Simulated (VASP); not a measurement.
The system is Cd.

```
Cd
1.0
    -1.78432    1.78432    1.78432
     1.78432   -1.78432    1.78432
     1.78432    1.78432   -1.78432
Cd
1
Direct
  0.00000 0.00000 0.00000
```

This isn't the form of Cd at room conditions, which is hcp.

```yaml
Program: VASP 6.6.1
Task: relaxation of cell and atoms
Functional: PBEsol
Dispersion: D4
Potentials_or_basis: VASP PAW PBE potentials, release 64 (Cd)
Cutoff: 600 eV
k_mesh: 10 × 10 × 10
Occupations: methfessel-paxton, width 0.1 eV
Spin: no spin polarisation
```

At the start: pressure -4.2 GPa; volume 22.72 Å³/atom.

Problem. Where does the relaxation end?

Solution. Over 4 steps the energy falls by 32.1 meV/atom and the volume is 20.68 Å³/atom (-9.0 %); space group Im-3m (No. 229, to 0.05 Å).

The path:
```csv
step,energy change (eV),largest force (eV/Å),pressure (GPa),volume (Å³)
1,0.0000,0.0000,-4.21,22.72
2,-0.0319,0.0000,-0.36,20.82
3,-0.0320,0.0000,-0.10,20.72
4,-0.0321,0.0000,0.02,20.68
```

Final structure:
```
Cd
1.0
    -1.72903    1.72903    1.72903
     1.72903   -1.72903    1.72903
     1.72903    1.72903   -1.72903
Cd
1
Direct
  0.00000 0.00000 0.00000
```

Caveat: the PAW data sets were made with another functional, which shifts forces and pressure a little; pairwise dispersion overbinds metals, which lowers pressure and volume.
